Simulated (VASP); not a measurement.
Cd: relaxation of cell and atoms with PBE+D3(BJ)

The system is Cd.

```
Cd
1.0
     3.00528    0.00000    0.00000
    -1.50264    2.60264    0.00000
     0.00000    0.00000    5.46433
Cd
2
Direct
  0.33333 0.66667 0.25000
  0.66667 0.33333 0.75000
```

```
Program                : VASP 6.6.1
Task                   : relaxation of cell and atoms
Functional             : PBE
Dispersion             : D3(BJ)
Potentials or basis    : VASP PAW PBE potentials, release 64 (Cd)
Cutoff                 : 600 eV
k mesh                 : 18 × 18 × 8
Occupations            : methfessel-paxton, width 0.1 eV
Spin                   : no spin polarisation
Further INCAR settings : ALGO = Normal; EDIFF = 1e-07; IBRION = 2; EDIFFG = -0.005; NSW = 90; ISIF = 3
```

The pressure after relaxing is 0.0 GPa. The band gap on the k mesh is none (metal or under the smearing width) and the dispersion energy per atom is -0.448 eV.

Final structure:
```
Cd
1.0
     3.00528    0.00000    0.00000
    -1.50264    2.60264    0.00000
     0.00000    0.00000    5.46433
Cd
2
Direct
  0.33333 0.66667 0.25000
  0.66667 0.33333 0.75000
```

Levels at points of the mesh, in eV from the Fermi level:
| k point | band 8 | band 9 | band 10 | band 11 | band 12 | band 13 | band 14 | band 15 | band 16 |
| --- | --- | --- | --- | --- | --- | --- | --- | --- | --- |
| (0.00, 0.00, 0.00) | -8.92 | -8.92 | -8.61 | -8.61 | -3.07 | -2.74 | 11.49 | 14.05 | 14.25 |
| (0.50, 0.00, 0.00) | -8.62 | -8.39 | -8.36 | -2.60 | -2.14 | 2.08 | 2.93 | 3.27 | 5.23 |
| (0.00, 0.00, 0.50) | -8.74 | -8.74 | -8.74 | -7.50 | -7.50 | 4.22 | 4.22 | 14.39 | 14.39 |
| (0.50, 0.00, 0.50) | -8.60 | -8.38 | -8.38 | -1.73 | -1.73 | -0.13 | -0.13 | 8.43 | 8.43 |

It took 46 s on 1 thread of Intel(R) Xeon(R) 6975P-C (Granite Rapids), with other jobs on the host, peak memory 0.27 GiB.

Caveat: the relaxation stopped at its first step, so nothing moved; pairwise dispersion overbinds metals, which lowers pressure and volume.
